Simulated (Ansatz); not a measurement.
# YN: how the settings move a single-point run

Question: which choices in the input matter for YN?

Program: Ansatz 0.2.0. Level of theory: reference: DFT, HSE06, plane waves, PAW. These are calculated values, not measurements.

2 further runs of the same task are left out: 2 that didn't finish.

### 1 Starting point

The structure is cubic, space group Fm-3m (No. 225). The conventional cell has a = 4.896 Å, b = 4.896 Å, c = 4.896 Å, α = 90.00°, β = 90.00°, γ = 90.00°. Around Y (site symmetry m-3m) lie 6 N at 2.45 Å. N (site symmetry m-3m) is surrounded by 6 Y at 2.45 Å.

Coordinates:

```xyz
2
Lattice="0.0000 2.4480 2.4480 2.4480 0.0000 2.4480 2.4480 2.4480 0.0000" Properties=species:S:1:pos:R:3 pbc="T T T"
Y     0.0000    0.0000    0.0000
N     2.4480    2.4480    2.4480
```

### 2 Baseline

The input, input.yaml:

```yaml
crystal:
  lattice:
    - [0.0, 2.4480479768, 2.4480479768]
    - [2.4480479768, 0.0, 2.4480479768]
    - [2.4480479768, 2.4480479768, 0.0]
  atoms:
    - { symbol: "Y", position: [0.0, 0.0, 0.0] }
    - { symbol: "N", position: [0.5, 0.5, 0.5] }
kpoints:
  mp_grid: { grid: [4, 4, 4] }
hamiltonian:
  xc: hse06
scf:
  occupations: { method: fixed }
  n_extra_bands: 4
output:
  forces: true
  stress: true
  eigenvalues: true
```

Run with:

```
$ ansatz run input.yaml --threads 4 --pin off --max-ram 3686MiB --backend cpu --events-out ev --progress --plain --runs-dir out
```

### 3 Variant: ecutfock_ratio 4

Changes to input.yaml since step 2:

```diff
@@ -15,2 +15,3 @@
   n_extra_bands: 4
+  exx: { ecutfock_ratio: 4 }
 output:
```

### 4 Variant: q_mesh [1, 1, 1]

Changes to input.yaml since step 2:

```diff
@@ -15,2 +15,3 @@
   n_extra_bands: 4
+  exx: { q_mesh: [1, 1, 1] }
 output:
```

### 5 Changing settings: exchange pbe, correlation pbe, coeff 0.15, omega 0.3

Changes to input.yaml since step 2:

```diff
@@ -11,3 +11,3 @@
 hamiltonian:
-  xc: hse06
+  xc: { exchange: pbe, correlation: pbe, exx: { coeff: 0.15, omega: 0.3 } }
 scf:
```

### 6 Changed: xc wpbeh

Changes to input.yaml since step 2:

```diff
@@ -11,3 +11,3 @@
 hamiltonian:
-  xc: hse06
+  xc: wpbeh
 scf:
```

### 7 Changed: ecutwfc 350

Changes to input.yaml since step 2:

```diff
@@ -19 +19,3 @@
   eigenvalues: true
+basis:
+  ecutwfc: 350
```

What does the calculation give? Wanted: for each run, ending; energy change; pressure; gap; force.

The runs gave:

```tsv
run	ending	energy change	pressure (GPa)	gap (eV)	force (eV/Å)	cycles	time
reference	converged	0	-1.0	1.08	0.00	15	5.3 s
1: ecutfock_ratio 4	converged	-	-1.0	1.08	0.00	15	5 s
2: q_mesh [1, 1, 1]	converged	-	-1.0	1.08	0.00	15	5.3 s
3: exchange pbe, correlation pbe, coeff 0.15, omega 0.3	converged	not comparable	0.1	0.57	0.00	12	5.2 s
4: xc wpbeh	converged	not comparable	-0.2	1.08	0.00	15	5.3 s
5: ecutwfc 350	converged	+23.4 meV/atom	-1.0	1.08	0.00	15	5 s
```

Residual by cycle in the longest SCF loop of each run; runs are numbered as in the table. The quantity is the density residual dr2, in eV.

```tsv
cycle	reference	run 1	run 2	run 3	run 4	run 5
1	0.0323	0.0323	0.0323	0.0132	0.0331	0.0321
2	0.013	0.013	0.013	0.00673	0.0137	0.013
3	0.00191	0.00191	0.00191	5.7e-4	0.002	0.00193
4	8.4e-4	8.4e-4	8.4e-4	1.5e-4	8.8e-4	8.9e-4
5	3.7e-5	3.7e-5	3.7e-5	4.9e-6	3.6e-5	3.7e-5
6	3.3e-6	3.3e-6	3.3e-6	3.1e-7	3.1e-6	3.7e-6
```

What this shows: «ecutwfc 350» moves the energy by +23.4 meV/atom. Run 5 ran under the cutoff that the potentials recommend, as the log warns, so basis error is mixed into its values.
